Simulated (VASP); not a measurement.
# WC (Qusongite) (P-6m2) in VASP: a series of runs, part 2 of 2

VASP 6.6.1. Earlier steps stand in the parts before.

### Step 3. Band structure, LDA, spin-orbit coupling, no magnetisation

File POSCAR:

```
WC
1.0
    2.9065000000      0.0000000000      0.0000000000
   -1.4532500000      2.5171028361      0.0000000000
    0.0000000000      0.0000000000      2.8366000000
W C
1 1
Direct
    0.0000000000      0.0000000000      0.0000000000
    0.6666666667      0.3333333333      0.5000000000
```

File INCAR.step1:

```
SYSTEM = WC
PREC = Accurate ; ENCUT = 520
EDIFF = 1E-6 ; ISMEAR = -1
SIGMA = 0.05 ; LREAL = .FALSE.
LASPH = .TRUE. ; NELM = 60
ALGO = Fast ; ISIF = 2
LWAVE = .FALSE. ; LCHARG = .TRUE.
MAGMOM = 0 0 0 0 0 0 ; LORBIT = 11
LSORBIT = .TRUE. ; GGA_COMPAT = .FALSE.
LMAXMIX = 4
```

File KPOINTS.step1:

```
regular mesh
0
G
  7 7 7
  0 0 0
```

File INCAR.step2:

```
SYSTEM = WC
PREC = Accurate ; ENCUT = 520
EDIFF = 1E-6 ; ISMEAR = 0
SIGMA = 0.05 ; LREAL = .FALSE.
LASPH = .TRUE. ; NELM = 60
ALGO = Fast ; ISIF = 2
LWAVE = .FALSE. ; LCHARG = .FALSE.
MAGMOM = 0 0 0 0 0 0 ; LORBIT = 11
LSORBIT = .TRUE. ; GGA_COMPAT = .FALSE.
LMAXMIX = 4 ; ICHARG = 11
```

File KPOINTS.step2:

```
path GMKGALHA,LM,KH
10
line-mode
reciprocal
 0.0000000000  0.0000000000  0.0000000000  G
 0.5000000000  0.0000000000  0.0000000000  M

 0.5000000000  0.0000000000  0.0000000000  M
 0.3333333333  0.3333333333  0.0000000000  K

 0.3333333333  0.3333333333  0.0000000000  K
 0.0000000000  0.0000000000  0.0000000000  G

 0.0000000000  0.0000000000  0.0000000000  G
 0.0000000000  0.0000000000  0.5000000000  A

 0.0000000000  0.0000000000  0.5000000000  A
 0.5000000000  0.0000000000  0.5000000000  L

 0.5000000000  0.0000000000  0.5000000000  L
 0.3333333333  0.3333333333  0.5000000000  H

 0.3333333333  0.3333333333  0.5000000000  H
 0.0000000000  0.0000000000  0.5000000000  A

 0.5000000000  0.0000000000  0.5000000000  L
 0.5000000000  0.0000000000  0.0000000000  M

 0.3333333333  0.3333333333  0.0000000000  K
 0.3333333333  0.3333333333  0.5000000000  H
```

Potentials or basis: VASP PAW LDA potentials, release 64 (W_sv, C).

On the command line:

```
> cat potpaw_LDA.64/W_sv/POTCAR potpaw_LDA.64/C/POTCAR > POTCAR
> cp INCAR.step1 INCAR
> cp KPOINTS.step1 KPOINTS
> mpirun -np 1 vasp_ncl > vasp.out
> cp INCAR.step2 INCAR
> cp KPOINTS.step2 KPOINTS
> mpirun -np 1 vasp_ncl > vasp.out
```

OUTCAR:

```text
SYSTEM = WC
   PREC = Accurate
   ENCUT = 520
   EDIFF = 1E-6
   ISMEAR = 0
   LREAL = .FALSE.
   LASPH = .TRUE.
   NELM = 60
   ISIF = 2
   LORBIT = 11
   LSORBIT = .TRUE.
   ICHARG = 11

 ion  position               nearest neighbor table
   1  0.000  0.000  0.000-   2 2.20   2 2.20   2 2.20   2 2.20   2 2.20   2 2.20
   2  0.667  0.333  0.500-   1 2.20   1 2.20   1 2.20   1 2.20   1 2.20   1 2.20

  LATTYP: Found a hexagonal cell.
 ALAT       =     2.9065000000
 C/A-ratio  =     0.9759504559

  Lattice vectors:

 A1 = (   2.9065000000,   0.0000000000,   0.0000000000)
 A2 = (  -1.4532500000,   2.5171028361,   0.0000000000)
 A3 = (   0.0000000000,   0.0000000000,   2.8366000000)
[... 953 lines left out ...]
 l=   3
     0.0000000     0.0000000     0.0000000     0.0000000     0.0000000     0.0000000     0.0000000
     0.0000000     0.0000000     0.0000000     0.0000000     0.0000000     0.0000000     0.0000000
     0.0000000     0.0000000     0.0000000     0.0000000     0.0000000     0.0000000     0.0000000
     0.0000000     0.0000000     0.0000000     0.0000000     0.0000000     0.0000000     0.0000000
     0.0000000     0.0000000     0.0000000     0.0000000     0.0000000     0.0000000     0.0000000
     0.0000000     0.0000000     0.0000000     0.0000000     0.0000000     0.0000000     0.0000000
     0.0000000     0.0000000     0.0000000     0.0000000     0.0000000     0.0000000     0.0000000

 total charge

# of ion       s       p       d       tot
------------------------------------------
    1        2.326   6.426   3.459  12.211
    2        0.845   1.619   0.000   2.464
--------------------------------------------------
tot          3.171   8.045   3.459  14.675

 magnetization (x)

# of ion       s       p       d       tot
------------------------------------------
    1       -0.000  -0.000   0.000   0.000
    2       -0.000  -0.000   0.000  -0.000
--------------------------------------------------
tot         -0.000  -0.000   0.000   0.000

 magnetization (y)

# of ion       s       p       d       tot
------------------------------------------
    1        0.000   0.000   0.000   0.000
    2        0.000   0.000   0.000   0.000
--------------------------------------------------
tot          0.000   0.000   0.000   0.000

 magnetization (z)

# of ion       s       p       d       tot
------------------------------------------
    1       -0.000  -0.000   0.000  -0.000
    2        0.000   0.000   0.000   0.000
--------------------------------------------------
tot         -0.000   0.000   0.000   0.000
```

Run time: 3.1 min. Hardware: 1 thread of Intel Xeon Platinum 8488C (Sapphire Rapids), shared host; peak memory 0.21 GiB.

Caveat: the log is that of the step along the path at fixed density, whose energy, stress, charges and moments have no meaning.

### Step 4. Band structure, PBEsol

POSCAR is that of step 3.

File INCAR.step1:

```
PREC = Accurate ; ENCUT = 520
EDIFF = 1E-6 ; ISMEAR = -1
SIGMA = 0.05 ; LREAL = False
LASPH = True ; NELM = 100
ALGO = Normal ; ISIF = 2
LWAVE = False ; LCHARG = True
LMAXMIX = 4 ; GGA = PS
NBANDS = 16
```

File KPOINTS.step1:

```
regular mesh
0
Gamma
  10 10 9
```

File INCAR.step2:

```
PREC = Accurate ; ENCUT = 520
EDIFF = 1E-6 ; ISMEAR = 0
SIGMA = 0.05 ; LREAL = False
LASPH = True ; NELM = 100
ALGO = Normal ; ISIF = 2
LWAVE = False ; LCHARG = False
LMAXMIX = 4 ; GGA = PS
NBANDS = 16 ; ICHARG = 11
```

Changes to KPOINTS.step2 since step 3:

```diff
@@ -1,3 +1,3 @@
 path GMKGALHA,LM,KH
-10
+15
 line-mode
```

Potentials or basis: VASP PAW PBE potentials, release 64 (W_sv, C).

On the command line:

```
> cat potpaw_PBE.64/W_sv/POTCAR potpaw_PBE.64/C/POTCAR > POTCAR
> cp INCAR.step1 INCAR
> cp KPOINTS.step1 KPOINTS
> mpirun -np 1 vasp_std > vasp.out
> cp INCAR.step2 INCAR
> cp KPOINTS.step2 KPOINTS
> mpirun -np 1 vasp_std > vasp.out
```

It took 38 s on 1 thread of Intel Xeon Platinum 8488C (Sapphire Rapids), shared host; peak memory 0.16 GiB.

The run converged. Its results:

```yaml
Band_gap_along_the_path: none (metal or under the smearing width)
```

Levels at the corners of the path, in eV from the Fermi level:
```
point  band 7  band 8  band 9  band 10  band 11  band 12
    Γ   -3.32   -3.32    0.12     3.23     3.23     5.66
    M   -3.61   -3.58   -0.44     2.34     4.54     4.91
    M   -3.61   -3.58   -0.44     2.34     4.54     4.91
    K   -4.57   -3.44    0.60     1.00     2.06     3.23
    K   -4.57   -3.44    0.60     1.00     2.06     3.23
    Γ   -3.32   -3.32    0.12     3.23     3.23     5.66
    Γ   -3.32   -3.32    0.12     3.23     3.23     5.66
    A   -2.00   -2.00   -0.59    -0.59     3.70     4.53
    A   -2.00   -2.00   -0.59    -0.59     3.70     4.53
    L   -4.31   -4.18    0.30     4.45     5.33     6.67
    L   -4.31   -4.18    0.30     4.45     5.33     6.67
    H   -5.39   -1.59   -0.64     4.41     6.43     7.63
    H   -5.39   -1.59   -0.64     4.41     6.43     7.63
    A   -2.00   -2.00   -0.59    -0.59     3.70     4.53
    L   -4.31   -4.18    0.30     4.45     5.33     6.67
    M   -3.61   -3.58   -0.44     2.34     4.54     4.91
    K   -4.57   -3.44    0.60     1.00     2.06     3.23
    H   -5.39   -1.59   -0.64     4.41     6.43     7.63
```

Caveat: the log is that of the step along the path at fixed density, whose energy, stress, charges and moments have no meaning; the PAW data sets were made with another functional, which shifts forces and pressure a little; spin-orbit coupling is left out, which moves the levels of the heavy elements.

### Step 5. For comparison

An earlier run on the cell as given: functional PBEsol; potentials or basis VASP PAW PBE potentials, release 64 (W_sv, C); cutoff 520 eV; k mesh 10 × 10 × 9; occupations fermi-dirac, width 0.05 eV; no spin polarisation.

* Pressure: -2.3 GPa
* Band gap on the k mesh: none (metal or under the smearing width)
